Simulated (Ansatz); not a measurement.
# Ag (P-1) in Ansatz: convergence with wavefunction cutoff

Aim: find how far wavefunction cutoff must go before the results for Ag settle, at r2SCAN. This setting moves, with any that are tied to it; all else stays.

All numbers are computed with Ansatz 0.2.0; they aren't measurements. Logs are shortened: lines on timing, memory, paths and dates and some standing lists are left out, and cuts for length are marked.

## Step 1: The cell of the first run

The typed cell holds 1 atom: a = 2.903 Å, b = 2.849 Å, c = 2.929 Å, α = 59.37°, β = 60.94°, γ = 59.11°.

The cell isn't the ideal one: cell strained at random at fixed volume.

## Step 2: With wavefunction cutoff 400 eV

The input, input.yaml:

```yaml
crystal:
  lattice:
    - [-0.006223, 2.038628, 2.0672]
    - [2.014973, 0.046946, 2.01403]
    - [2.085595, 2.05608, -0.023676]
  atoms:
    - { symbol: Ag, position: [0.002206, 0.028552, -0.010434] }
hamiltonian:
  xc: r2scan
  pseudopotentials: { kind: paw, source: jth }
kpoints:
  mp_grid: { grid: [8, 8, 8] }
scf:
  occupations: { method: cold, width: 0.1 }
output:
  forces: true
  stress: true
  eigenvalues: true
basis:
  ecutwfc: "400 eV"
```

Potentials or basis: JTH PAW.

Started as:

```console
ansatz run input.yaml --threads 2 --pin off --max-ram 5632MiB --backend cpu --events-out ev --progress --plain --runs-dir out
```

The program printed:

```text
Warning: basis.ecutwfc = 400 eV is below the records' recommended 1380 eV, and the density's cutoff is lower with it unless basis.ecutrho_ratio is high enough to keep the records' density cutoff: compare with a run at a higher cutoff
Warning: the checks of this Ag dataset prove no rule for summing its radial tables, as where they were carried onto another mesh than they were made on, and Gregory's rule is taken, under which a leading mesh point left out moves its sums only by what lay on the interval it spanned. That does not make them correct, and they differ from Quantum ESPRESSO's on this file; a re-export a fraction of a mesh step off can move them. hamiltonian.pseudopotentials.radial_quadrature: simpson_from_first_knot sums it by `pw.x`'s rule; on a PAW file no value gives `pw.x`'s numbers. What more to know: hamiltonian.pseudopotentials.radial_quadrature, in the input reference
Warning: RAYON_NUM_THREADS=2 ignored (pool sized by the plan → 2); use --threads N
Engine: ansatz 0.2.0, x86_64-unknown-linux-gnu
Pseudopotentials: kind: paw
Pseudopotential: Ag, paw, valence charge 11, recommended cutoff 1380 eV (normal), Ag.paw.azcp
Functional definition: r2SCAN
  parameter k0 = 0.174
  parameter k1 = 0.065
  parameter a1 = 4.9479
  exchange = r2scan_x(k0 = k0, k1 = k1, a1 = a1)
  correlation = r2scan_c
Crystal: 1 atoms, lattice volume = 17.048 Å³
Basis set: ecut = 400 eV, 317 PW (Γ), exchange–correlation on 80×80×80 points (64 copies of the dense FFT grid, shifted against one another)
Bands: 10, of which v1, the nominal top of the filled ones, is band 6 counted from 1 (5 counted from 0)
Symmetry: 2 space group operations
Space group: P-1 (ITA 2), of the structure as read, at distance tolerance 2.6e-5 Å
k-points: 260 of 512
Non-local potential: Ag, projectors of the file, l = 0: 2, l = 1: 2, l = 2: 2
PAW form: soft (Blöchl's): semilocal exchange-correlation on the pseudo side does not see the compensation charge
PAW frozen core: Ag, regenerated for the run's functional (the file was generated under x = pbe(κ = 0.804, μ = 0.2195149727645171), c = pbe(β = 0.06672455060314922))
PAW one-centre angular grid: Ag, 590 points (default); XC on 160 Gauss nodes
Initial density: superposition of atomic densities (chi_scale 0.1, normalization cell)
[... 9 lines left out ...]
SCF iter   7: F=-4848.221325 eV  HF=-4848.221325 eV  |F-HF|=9.93e-10  |Δ(HF+E_count)|=   1.85e-7  S|Δr|=    0.00e0  Δρ=3.66e-6  dr2=2.20e-9  dr2_τ=4.52e-11  ethr=9.09e-10  ⟨swp⟩=6.3  Hψ=14445  notcnv=0
SCF 1 converged in 7 iterations: F = -4848.221325 eV  dr2 = 2.20e-9
SCF converged after 7 iterations
Stability not checked: this state was not tested for a lower state beside it, because cold or Methfessel-Paxton smearing, or corrected tetrahedra, fill the levels in a way that the test cannot read (fill_not_monotonic; see scf.lower_state_search)
Free energy (F): -4848.221325 eV
Harris-Foulkes:  -4848.221325 eV  (|F-HF|=9.93e-10)
Internal energy: -4848.221350 eV  (E = F + TS)
E sigma→0 (E₀):  -4848.221333 eV
Entropy (-TS):   0.000025 eV (0.025 meV/atom)
Fermi energy:    13.309071 eV
Step filling:    the computed levels leave a gap of 0.0034 eV = 0.0 smearing widths at the electron count; against every level under it full and every level over it empty, smearing changes F+E_penalty+E_count by -0.067 meV and its σ→0 estimate by -0.075 meV
--- Per-component energies (eV) ---
  E_band       = 96.311568
  E_kinetic    = 275.528686
  E_local      = -319.995007  (includes V_loc(G=0)·N_el)
  E_nonlocal   = 53.526761
  E_hartree    = 167.954424
  E_xc         = -333.267113
  E_vxc        = -115.600696  (∫ρ·V_xc dr)
  E_paw        = -3715.925605  (= ΣΔE_a)
  E_vpaw       = -142.674010  (= ΣTr[D̂ρ^β])
  E_aug_tail   = -0.000080  (compensation charges beyond the density's cutoff)
  E_vtau       = 9.616050  (kinetic-family band-sum trace: ∫τ·v_τ [+ j·A + Jᵃ·Aᵃ] dr)
  E_ewald      = -977.404892
  E_core_change = 1.361476  (= ΣΔE_core)
  E_smearing   = 0.000025  (= −TS)
  E_closure    = -0.000000  (closes the sum)
  Σ components = -4848.221325   (vs F -4848.221325, Δ=0.00e0)
--- Forces (eV/Å), atoms counted from 1 ---
  atom   1  Ag     0.00000000     0.00000000     0.00000000
  max |Σ_I F_I| component: 0.00e0 eV/Å
--- Stress (GPa, compression-positive) ---
        2.018023      -1.242843       1.997127
       -1.242843       2.813118      -0.606482
        1.997127      -0.606482       2.635410
  P = ⅓ Tr σ = 2.4889 GPa (24.889 kbar)
--- Band table (eV; the first three rows and the last of 260) ---
  k-point 0: bands = ["5.4416", "8.0759", "8.1937", "8.4318", "9.2577", "9.3520", "30.5432", "33.4481", "34.0218", "35.3713"]
  k-point 1: bands = ["5.9015", "8.0492", "8.2651", "8.5135", "9.2548", "9.3324", "29.1658", "31.6832", "34.1047", "35.2581"]
  k-point 2: bands = ["6.7051", "8.3006", "8.5451", "8.5607", "9.4521", "9.4857", "24.4065", "31.2864", "33.9381", "34.7892"]
  k-point 259: bands = ["6.6579", "7.9914", "8.4521", "10.0218", "10.1713", "13.0453", "17.0504", "29.6777", "31.8253", "33.1130"]
```

It took 1.6 s on 2 threads of Intel Xeon 6975P-C (Granite Rapids), shared host; peak memory 0.36 GiB.

What came out:

- Free energy: -4848.2213 eV
- Pressure: 2.5 GPa
- Band gap on the k mesh: none (metal or under the smearing width)

## Step 3: With wavefunction cutoff 500 eV

input.yaml, as its differences from that of step 2:

```diff
@@ -19,2 +19,2 @@
 basis:
-  ecutwfc: "400 eV"
+  ecutwfc: "500 eV"
```

Potentials or basis: JTH PAW.

Started as:

```console
ansatz run input.yaml --threads 2 --pin off --max-ram 5632MiB --backend cpu --events-out ev --progress --plain --runs-dir out
```

It took 1.9 s on 2 threads of Intel Xeon 6975P-C (Granite Rapids), shared host; peak memory 0.41 GiB.

What came out:

```
Free energy            : -4848.2237 eV
Pressure               : 2.5 GPa
Band gap on the k mesh : none (metal or under the smearing width)
```

## Step 4: With wavefunction cutoff 600 eV

input.yaml, as its differences from that of step 3:

```diff
@@ -19,2 +19,2 @@
 basis:
-  ecutwfc: "500 eV"
+  ecutwfc: "600 eV"
```

Started as:

```console
ansatz run input.yaml --threads 2 --pin off --max-ram 5632MiB --backend cpu --events-out ev --progress --plain --runs-dir out
```

Run time: 2.1 s. Hardware: 2 threads of Intel Xeon 6975P-C (Granite Rapids), shared host; peak memory 0.44 GiB.

What came out:

```yaml
Free_energy: -4848.2269 eV
Pressure: 2.5 GPa
Band_gap_on_the_k_mesh: none (metal or under the smearing width)
```

## Step 5: With wavefunction cutoff 700 eV

input.yaml, as its differences from that of step 4:

```diff
@@ -19,2 +19,2 @@
 basis:
-  ecutwfc: "600 eV"
+  ecutwfc: "700 eV"
```

Started as:

```console
ansatz run input.yaml --threads 2 --pin off --max-ram 5632MiB --backend cpu --events-out ev --progress --plain --runs-dir out
```

It took 2.7 s on 2 threads of Intel Xeon 6975P-C (Granite Rapids), shared host; peak memory 0.46 GiB.

What came out:

| Property | Result |
| --- | --- |
| Free energy | -4848.2315 eV |
| Pressure | 2.6 GPa |
| Band gap on the k mesh | none (metal or under the smearing width) |

## Step 6: With wavefunction cutoff 850 eV

input.yaml, as its differences from that of step 5:

```diff
@@ -19,2 +19,2 @@
 basis:
-  ecutwfc: "700 eV"
+  ecutwfc: "850 eV"
```

Potentials or basis: JTH PAW.

Started as:

```console
ansatz run input.yaml --threads 2 --pin off --max-ram 5632MiB --backend cpu --events-out ev --progress --plain --runs-dir out
```

Run time: 3.2 s. Hardware: 2 threads of Intel Xeon 6975P-C (Granite Rapids), shared host; peak memory 0.55 GiB.

The run converged. Its results:

| Quantity | Value |
| --- | --- |
| Free energy | -4848.2325 eV |
| Pressure | 2.6 GPa |
| Band gap on the k mesh | none (metal or under the smearing width) |

## Step 7: With wavefunction cutoff 1000 eV

input.yaml, as its differences from that of step 6:

```diff
@@ -19,2 +19,2 @@
 basis:
-  ecutwfc: "850 eV"
+  ecutwfc: "1000 eV"
```

Started as:

```console
ansatz run input.yaml --threads 2 --pin off --max-ram 5632MiB --backend cpu --events-out ev --progress --plain --runs-dir out
```

It took 4.2 s on 2 threads of Intel Xeon 6975P-C (Granite Rapids), shared host; peak memory 0.59 GiB.

The run converged. Its results:

* Free energy: -4848.2355 eV
* Pressure: 2.6 GPa
* Band gap on the k mesh: none (metal or under the smearing width)

## Step 8: With wavefunction cutoff 1200 eV

input.yaml, as its differences from that of step 7:

```diff
@@ -19,2 +19,2 @@
 basis:
-  ecutwfc: "1000 eV"
+  ecutwfc: "1200 eV"
```

Started as:

```console
ansatz run input.yaml --threads 2 --pin off --max-ram 5632MiB --backend cpu --events-out ev --progress --plain --runs-dir out
```

It took 5.5 s on 2 threads of Intel Xeon 6975P-C (Granite Rapids), shared host; peak memory 0.71 GiB.

It converged, with:

```yaml
Free_energy: -4848.2363 eV
Pressure: 2.6 GPa
Band_gap_on_the_k_mesh: none (metal or under the smearing width)
```

## Step 9: With wavefunction cutoff 1400 eV

input.yaml, as its differences from that of step 8:

```diff
@@ -19,2 +19,2 @@
 basis:
-  ecutwfc: "1200 eV"
+  ecutwfc: "1400 eV"
```

Potentials or basis: JTH PAW.

Started as:

```console
ansatz run input.yaml --threads 2 --pin off --max-ram 5632MiB --backend cpu --events-out ev --progress --plain --runs-dir out
```

Wall time 6.4 s (2 threads of Intel Xeon 6975P-C (Granite Rapids), shared host); peak memory 0.75 GiB.

It converged, with:

| Item | Value |
| --- | --- |
| Free energy | -4848.2371 eV |
| Pressure | 2.5 GPa |
| Band gap on the k mesh | none (metal or under the smearing width) |

## Step 10: With wavefunction cutoff 1700 eV

input.yaml, as its differences from that of step 9:

```diff
@@ -19,2 +19,2 @@
 basis:
-  ecutwfc: "1400 eV"
+  ecutwfc: "1700 eV"
```

Started as:

```console
ansatz run input.yaml --threads 2 --pin off --max-ram 5632MiB --backend cpu --events-out ev --progress --plain --runs-dir out
```

Run time: 8.4 s. Hardware: 2 threads of Intel Xeon 6975P-C (Granite Rapids), shared host; peak memory 0.92 GiB.

The run converged. Its results:

| Property | Result |
| --- | --- |
| Free energy | -4848.2374 eV |
| Pressure | 2.5 GPa |
| Band gap on the k mesh | none (metal or under the smearing width) |

## Step 11: The series at a glance

| wavefunction cutoff | energy less the tightest run, at zero smearing (meV/atom) | pressure (GPa) | SCF cycles | CPU time (s) | peak memory (GiB) |
| --- | --- | --- | --- | --- | --- |
| 400 eV | 16.08 | 2.49 | 7 | 2.9 | 0.36 |
| 500 eV | 13.70 | 2.51 | 7 | 3.7 | 0.41 |
| 600 eV | 10.48 | 2.54 | 7 | 4.1 | 0.44 |
| 700 eV | 5.86 | 2.56 | 7 | 5.2 | 0.46 |
| 850 eV | 4.87 | 2.56 | 7 | 6.2 | 0.55 |
| 1000 eV | 1.86 | 2.56 | 7 | 8.1 | 0.59 |
| 1200 eV | 1.11 | 2.55 | 7 | 11 | 0.71 |
| 1400 eV | 0.29 | 2.54 | 7 | 13 | 0.75 |
| 1700 eV | 0.00 | 2.54 | 7 | 16 | 0.92 |

Against the tightest run, the energy stays within 1 meV/atom from 1400 eV on; the pressure stays within 0.1 GPa from 400 eV on. The tightest run that finished is the yardstick and may itself not be fully converged.
